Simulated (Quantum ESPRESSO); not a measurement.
# Al (Fm-3m) in Quantum ESPRESSO: further runs

One crystal, Al, is run at these levels: PBE; tasks: single point, equation of state.

Program: Quantum ESPRESSO 7.5. These are calculated values, not measurements. Logs are shortened: lines on timing, memory, paths and dates and some standing lists are left out, and cuts for length are marked.

**What was measured.**

From “The interpretation of polycrystalline coherent inelastic neutron scattering from aluminium”, 2013, pmc:3831299, for a bulk crystal of Al: bulk modulus 76.9 GPa.

The runs below are set against these values where they give the same quantity.

### Step 1. The crystal as given

The structure is cubic, space group Fm-3m (No. 225). The conventional cell has a = 4.050 Å, b = 4.050 Å, c = 4.050 Å, α = 90.00°, β = 90.00°, γ = 90.00°. Al (site symmetry m-3m) has 12 Al at 2.86 Å as nearest neighbours.

### Step 2. Single point, PBE, 15.61 Å³/atom

Contents of pw.in:

```
&CONTROL
  calculation = 'scf'
  prefix = 'pwscf'
  outdir = './tmp'
  pseudo_dir = './pseudo'
  tprnfor = .true.
  tstress = .true.
  disk_io = 'nowf'
/
&SYSTEM
  ibrav = 0
  nat = 1
  ntyp = 1
  ecutwfc = 40
  nbnd = 6
  occupations = 'smearing'
  smearing = 'fd'
  degauss = 0.00367493
/
&ELECTRONS
  conv_thr = 2d-10
  electron_maxstep = 120
  mixing_beta = 0.5
/
ATOMIC_SPECIES
Al    26.9815 Al.upf
CELL_PARAMETERS angstrom
   0.0000000000    1.9834708509    1.9834708509
   1.9834708509    0.0000000000    1.9834708509
   1.9834708509    1.9834708509    0.0000000000
ATOMIC_POSITIONS crystal
Al     0.0000000000    0.0000000000    0.0000000000
K_POINTS automatic
11 11 11 0 0 0
```

Potentials or basis: Ansatz NC SR PBE.

The run is started by

```
OMP_NUM_THREADS=1 pw.x -in pw.in > pw.out
```

pw.out:

```text
[... set-up lines left out ...]
     Self-consistent Calculation

     iteration #  1     ecut=    40.00 Ry     beta= 0.50
     Davidson diagonalization with overlap
     ethr =  1.00E-02,  avg # of iterations =  6.1

     Threshold (ethr) on eigenvalues was too large:
     Diagonalizing with lowered threshold

     Davidson diagonalization with overlap
     ethr =  1.87E-04,  avg # of iterations =  2.8

     total energy              =     -12.29539511 Ry
     estimated scf accuracy    <       0.00554410 Ry

     iteration #  2     ecut=    40.00 Ry     beta= 0.50
     Davidson diagonalization with overlap
     ethr =  1.85E-04,  avg # of iterations =  1.0

     total energy              =     -12.29498840 Ry
     estimated scf accuracy    <       0.00122593 Ry

     iteration #  3     ecut=    40.00 Ry     beta= 0.50
     Davidson diagonalization with overlap
     ethr =  4.09E-05,  avg # of iterations =  1.6

     total energy              =     -12.29502576 Ry
     estimated scf accuracy    <       0.00000194 Ry

     iteration #  4     ecut=    40.00 Ry     beta= 0.50
     Davidson diagonalization with overlap
     c_bands:  1 eigenvalues not converged
     c_bands:  1 eigenvalues not converged
     ethr =  6.45E-08,  avg # of iterations =  4.4

     total energy              =     -12.29502786 Ry
     estimated scf accuracy    <       0.00000002 Ry

     iteration #  5     ecut=    40.00 Ry     beta= 0.50
     Davidson diagonalization with overlap
     ethr =  6.37E-10,  avg # of iterations =  2.2

     total energy              =     -12.29502786 Ry
     estimated scf accuracy    <          1.6E-09 Ry

     iteration #  6     ecut=    40.00 Ry     beta= 0.50
     Davidson diagonalization with overlap
     ethr =  5.42E-11,  avg # of iterations =  1.4

     End of self-consistent calculation

          k = 0.0000 0.0000 0.0000 (   459 PWs)   bands (ev):

    -3.0115  21.4427  21.4427  23.3662  23.3663  23.3663

          k = 0.0643 0.0643-0.0643 (   450 PWs)   bands (ev):

    -2.7783  18.5200  20.8759  20.8759  23.8944  24.2955

          k = 0.1286 0.1286-0.1286 (   459 PWs)   bands (ev):

    -2.0813  14.7551  20.1646  20.1646  23.6011  25.0694

          k = 0.1928 0.1928-0.1928 (   456 PWs)   bands (ev):

    -0.9279  11.2106  19.7578  19.7578  23.3561  23.3926

          k = 0.2571 0.2571-0.2571 (   449 PWs)   bands (ev):

     0.6700   7.9980  19.7146  19.7146  21.9169  21.9169

          k = 0.3214 0.3214-0.3214 (   461 PWs)   bands (ev):

     2.6924   5.1643  20.0371  20.0371  20.8226  20.8226

          k = 0.1286 0.0000-0.0000 (   451 PWs)   bands (ev):

    -2.7007  19.6131  19.6132  19.7578  22.6686  25.4060

          k = 0.1928 0.0643-0.0643 (   462 PWs)   bands (ev):

    -2.1586  16.1146  18.6732  19.9845  23.0245  23.2746
[... 41 lines left out ...]
          k = 0.3857 0.1286-0.1286 (   451 PWs)   bands (ev):

     0.3666  10.8133  16.4536  16.5375  18.2462  23.8421

          k = 0.4500 0.1928-0.1928 (   445 PWs)   bands (ev):

     2.0967   7.7656  15.0235  16.6109  18.3990  26.0654

          k =-0.1928-0.4500 0.4500 (   451 PWs)   bands (ev):

     4.2122   5.1153  13.9919  17.0787  18.9426  25.1110

          k =-0.1286-0.3857 0.3857 (   448 PWs)   bands (ev):

     2.7681   6.8138  13.3878  17.9426  19.8961  24.5116

          k =-0.0643-0.3214 0.3214 (   445 PWs)   bands (ev):

     0.8964   9.6870  13.2612  19.2023  21.2404  24.2449

          k = 0.0000-0.2571 0.2571 (   453 PWs)   bands (ev):

    -0.5458  12.4231  14.0509  20.8487  22.9161  23.8469

          k = 0.3857 0.0000-0.0000 (   456 PWs)   bands (ev):

    -0.2412  15.6970  15.9050  16.0059  16.0059  19.8258

          k = 0.4500 0.0643-0.0643 (   447 PWs)   bands (ev):

     0.8948  12.7126  13.9093  15.5507  16.7970  20.4877

          k = 0.5143 0.1286-0.1286 (   449 PWs)   bands (ev):

     2.4661   9.6499  12.3008  15.4899  17.0805  22.8897

          k =-0.1286-0.5143 0.5143 (   453 PWs)   bands (ev):

     4.4424   6.8928  11.1154  15.8234  17.5496  25.8918

          k =-0.0643-0.4500 0.4500 (   451 PWs)   bands (ev):

     4.4593   6.8150  10.4152  16.5527  18.4009  27.4758

          k =-0.0000-0.3857 0.3857 (   441 PWs)   bands (ev):

     2.4710   9.0030  10.6824  17.6793  19.6482  26.8040

          k = 0.5143 0.0000-0.0000 (   448 PWs)   bands (ev):

     1.8686  11.6816  14.4793  14.9614  14.9614  18.7560

          k = 0.5785 0.0643-0.0643 (   453 PWs)   bands (ev):

     3.2707   9.8926  11.9145  14.7670  15.9179  19.6992

          k =-0.0643-0.5785 0.5785 (   453 PWs)   bands (ev):

     5.0482   8.4742   9.2619  14.9667  16.4871  22.3892

          k =-0.0000-0.5143 0.5143 (   444 PWs)   bands (ev):

     6.5246   6.7303   8.3762  15.5613  17.2581  25.6760

          k = 0.6428-0.0000 0.0000 (   452 PWs)   bands (ev):

     4.4687   8.0186  13.8668  14.4395  14.4395  18.1913

          k =-0.0000-0.6428 0.6428 (   450 PWs)   bands (ev):

     5.5981   7.0438  11.6188  14.5060  15.6238  19.4286

          k = 0.2571 0.1286 0.0000 (   461 PWs)   bands (ev):

    -1.4649  14.7012  16.0979  20.8475  20.8528  22.9768

          k = 0.3214 0.1928-0.0643 (   450 PWs)   bands (ev):

    -0.3170  11.6805  15.1534  18.9097  21.1642  24.4766

          k = 0.3857 0.2571-0.1286 (   444 PWs)   bands (ev):

     1.2730   8.5471  15.0177  17.3531  21.2669  23.5958

          k =-0.2571-0.3857 0.5143 (   449 PWs)   bands (ev):

     3.2834   5.7439  15.2901  16.2443  21.6580  22.4695

          k = 0.3857 0.1286-0.0000 (   451 PWs)   bands (ev):

     0.0630  12.9940  14.4404  16.3045  19.2621  21.6774

          k = 0.4500 0.1928-0.0643 (   450 PWs)   bands (ev):

     1.4972  10.2465  13.6516  14.6643  19.8892  23.5001

          k =-0.1928-0.4500 0.5785 (   447 PWs)   bands (ev):

     3.3560   7.3874  13.0388  14.0990  20.2867  25.2983

          k =-0.1286-0.3857 0.5143 (   444 PWs)   bands (ev):

     4.7949   5.6823  12.2270  14.6271  20.9738  24.5120

          k =-0.0643-0.3214 0.4500 (   451 PWs)   bands (ev):

     2.6933   8.2497  11.8345  15.6467  22.0193  23.9341

          k = 0.0000-0.2571 0.3857 (   452 PWs)   bands (ev):

     0.9715  10.7123  12.3764  17.0863  23.1543  23.3741

          k = 0.5143 0.1286 0.0000 (   448 PWs)   bands (ev):

     2.1677  11.8513  11.8934  13.5413  18.1581  20.6908

          k =-0.1286-0.5143 0.6428 (   449 PWs)   bands (ev):

     3.8603   9.3427  10.5297  13.0452  19.0720  22.7903

          k =-0.0643-0.4500 0.5785 (   449 PWs)   bands (ev):

     5.8907   6.8110   9.5394  13.4465  19.7544  25.8210

          k = 0.0000-0.3857 0.5143 (   447 PWs)   bands (ev):

     4.5324   7.8654   9.5056  14.3328  20.7196  26.5532

          k =-0.0643-0.5785 0.7071 (   452 PWs)   bands (ev):

     4.7592   8.3004  11.2789  12.9255  17.6005  20.1699

          k =-0.0000-0.5143 0.6428 (   447 PWs)   bands (ev):

     6.1638   7.5935   9.1786  12.7417  18.7951  22.5434

          k =-0.1928-0.4500 0.7071 (   448 PWs)   bands (ev):

     3.0607   9.5720  11.1449  13.0340  22.1240  23.9514

          k =-0.1286-0.3857 0.6428 (   448 PWs)   bands (ev):

     5.0267   7.3848  10.8018  11.9494  23.1690  24.0853

          k =-0.0643-0.4500 0.7071 (   445 PWs)   bands (ev):

     5.6262   9.0022   9.0647  10.9150  21.5822  23.5817

          k = 0.0000-0.3857 0.6428 (   452 PWs)   bands (ev):

     7.0382   7.2974   8.8276  10.8958  22.9357  25.9917

     the Fermi energy is     8.5136 ev

!    total energy              =     -12.29502786 Ry
     estimated scf accuracy    <          2.8E-11 Ry
     smearing contrib. (-TS)   =      -0.00028719 Ry
     internal energy E=F+TS    =     -12.29474067 Ry

     The total energy is F=E-TS. E is the sum of the following terms:
     one-electron contribution =       3.08867165 Ry
     hartree contribution      =       0.00808286 Ry
     xc contribution           =      -9.88704300 Ry
     ewald contribution        =      -5.50445218 Ry

     convergence has been achieved in   6 iterations

     Forces acting on atoms (cartesian axes, Ry/au):

     atom    1 type  1   force =     0.00000000    0.00000000    0.00000000

     Total force =     0.000000     Total SCF correction =     0.000000

     Computing stress (Cartesian axis) and pressure

          total   stress  (Ry/bohr**3)                   (kbar)     P=       50.42
   0.00034272   0.00000000   0.00000000           50.42        0.00        0.00
  -0.00000000   0.00034272  -0.00000000           -0.00       50.42       -0.00
   0.00000000   0.00000000   0.00034272            0.00        0.00       50.42

=------------------------------------------------------------------------------=
   JOB DONE.
=------------------------------------------------------------------------------=
```

Run time: 1.8 s. Hardware: 1 thread of Arm Neoverse V2, shared host; peak memory 0.05 GiB.

What came out:

```yaml
Free_energy: -167.2824 eV
Pressure: 5.0 GPa
Band_gap_on_the_k_mesh: none (metal or under the smearing width)
```

### Step 3. Single point, PBE, 15.94 Å³/atom

pw.in, as its differences from that of step 2:

```diff
@@ -27,5 +27,5 @@
 CELL_PARAMETERS angstrom
-   0.0000000000    1.9834708509    1.9834708509
-   1.9834708509    0.0000000000    1.9834708509
-   1.9834708509    1.9834708509    0.0000000000
+   0.0000000000    1.9974394157    1.9974394157
+   1.9974394157    0.0000000000    1.9974394157
+   1.9974394157    1.9974394157    0.0000000000
 ATOMIC_POSITIONS crystal
```

Potentials or basis: Ansatz NC SR PBE.

The run is started by

```
OMP_NUM_THREADS=1 pw.x -in pw.in > pw.out
```

Wall time 1.8 s (1 thread of Arm Neoverse V2, shared host); peak memory 0.05 GiB.

Results (log left out):

```yaml
Free_energy: -167.2907 eV
Pressure: 3.0 GPa
Band_gap_on_the_k_mesh: none (metal or under the smearing width)
```

### Step 4. Single point, PBE, 16.27 Å³/atom

pw.in, as its differences from that of step 3:

```diff
@@ -27,5 +27,5 @@
 CELL_PARAMETERS angstrom
-   0.0000000000    1.9974394157    1.9974394157
-   1.9974394157    0.0000000000    1.9974394157
-   1.9974394157    1.9974394157    0.0000000000
+   0.0000000000    2.0112152952    2.0112152952
+   2.0112152952    0.0000000000    2.0112152952
+   2.0112152952    2.0112152952    0.0000000000
 ATOMIC_POSITIONS crystal
```

The run is started by

```
OMP_NUM_THREADS=1 pw.x -in pw.in > pw.out
```

It took 1.8 s on 1 thread of Arm Neoverse V2, shared host; peak memory 0.05 GiB.

Results (log left out):

```
Free energy            : -167.2951 eV
Pressure               : 1.2 GPa
Band gap on the k mesh : none (metal or under the smearing width)
```

### Step 5. Single point, PBE, 16.60 Å³/atom

pw.in, as its differences from that of step 4:

```diff
@@ -27,5 +27,5 @@
 CELL_PARAMETERS angstrom
-   0.0000000000    2.0112152952    2.0112152952
-   2.0112152952    0.0000000000    2.0112152952
-   2.0112152952    2.0112152952    0.0000000000
+   0.0000000000    2.0248050000    2.0248050000
+   2.0248050000    0.0000000000    2.0248050000
+   2.0248050000    2.0248050000    0.0000000000
 ATOMIC_POSITIONS crystal
```

The run is started by

```
OMP_NUM_THREADS=1 pw.x -in pw.in > pw.out
```

It took 1.9 s on 1 thread of Arm Neoverse V2, shared host; peak memory 0.05 GiB.

It converged, with:

```yaml
Free_energy: -167.2959 eV
Pressure: -0.4 GPa
Band_gap_on_the_k_mesh: none (metal or under the smearing width)
```

### Step 6. Single point, PBE, 16.93 Å³/atom

pw.in, as its differences from that of step 5:

```diff
@@ -27,5 +27,5 @@
 CELL_PARAMETERS angstrom
-   0.0000000000    2.0248050000    2.0248050000
-   2.0248050000    0.0000000000    2.0248050000
-   2.0248050000    2.0248050000    0.0000000000
+   0.0000000000    2.0382146954    2.0382146954
+   2.0382146954    0.0000000000    2.0382146954
+   2.0382146954    2.0382146954    0.0000000000
 ATOMIC_POSITIONS crystal
```

Potentials or basis: Ansatz NC SR PBE.

The run is started by

```
OMP_NUM_THREADS=1 pw.x -in pw.in > pw.out
```

Wall time 1.9 s (1 thread of Arm Neoverse V2, shared host); peak memory 0.05 GiB.

It converged, with:

```yaml
Free_energy: -167.2935 eV
Pressure: -1.9 GPa
Band_gap_on_the_k_mesh: none (metal or under the smearing width)
```

### Step 7. Single point, PBE, 17.27 Å³/atom

pw.in, as its differences from that of step 6:

```diff
@@ -27,5 +27,5 @@
 CELL_PARAMETERS angstrom
-   0.0000000000    2.0382146954    2.0382146954
-   2.0382146954    0.0000000000    2.0382146954
-   2.0382146954    2.0382146954    0.0000000000
+   0.0000000000    2.0514502267    2.0514502267
+   2.0514502267    0.0000000000    2.0514502267
+   2.0514502267    2.0514502267    0.0000000000
 ATOMIC_POSITIONS crystal
```

The run is started by

```
OMP_NUM_THREADS=1 pw.x -in pw.in > pw.out
```

Wall time 1.9 s (1 thread of Arm Neoverse V2, shared host); peak memory 0.05 GiB.

Results (log left out):

```
Free energy            : -167.2883 eV
Pressure               : -3.2 GPa
Band gap on the k mesh : none (metal or under the smearing width)
```

### Step 8. Single point, PBE, 17.60 Å³/atom

pw.in, as its differences from that of step 7:

```diff
@@ -27,5 +27,5 @@
 CELL_PARAMETERS angstrom
-   0.0000000000    2.0514502267    2.0514502267
-   2.0514502267    0.0000000000    2.0514502267
-   2.0514502267    2.0514502267    0.0000000000
+   0.0000000000    2.0645171409    2.0645171409
+   2.0645171409    0.0000000000    2.0645171409
+   2.0645171409    2.0645171409    0.0000000000
 ATOMIC_POSITIONS crystal
```

The run is started by

```
OMP_NUM_THREADS=1 pw.x -in pw.in > pw.out
```

It took 1.9 s on 1 thread of Arm Neoverse V2, shared host; peak memory 0.05 GiB.

The run converged. Its results:

| Property | Result |
| --- | --- |
| Free energy | -167.2805 eV |
| Pressure | -4.3 GPa |
| Band gap on the k mesh | none (metal or under the smearing width) |

### Step 9. Equation of state, PBE

Potentials or basis: Ansatz NC SR PBE.

This step only gathers the single runs of the series.

Results:

```
Equilibrium volume                      : 16.52 Å³/atom
Bulk modulus                            : 79 GPa
Pressure derivative of the bulk modulus : 4.5
```

Energy against volume, from the lowest point:
```tsv
volume (Å³/atom)	energy (meV/atom)
15.607	13.53
15.939	5.19
16.271	0.81
16.603	0.00
16.935	2.38
17.267	7.62
17.599	15.40
```

### Step 10. Against experiment

Step 9. Measured bulk modulus of Al: 76.9 GPa (quoted in “The interpretation of polycrystalline coherent inelastic neutron scattering from aluminium”, 2013, pmc:3831299). This calculation gives 79 GPa (+2.3 %). The fit is for a static lattice scaled at fixed shape and fixed fractional positions. The cell as given is a measured one (16.60 Å³/atom); PBE puts the equilibrium volume -0.5 % from it, thermal expansion not counted.
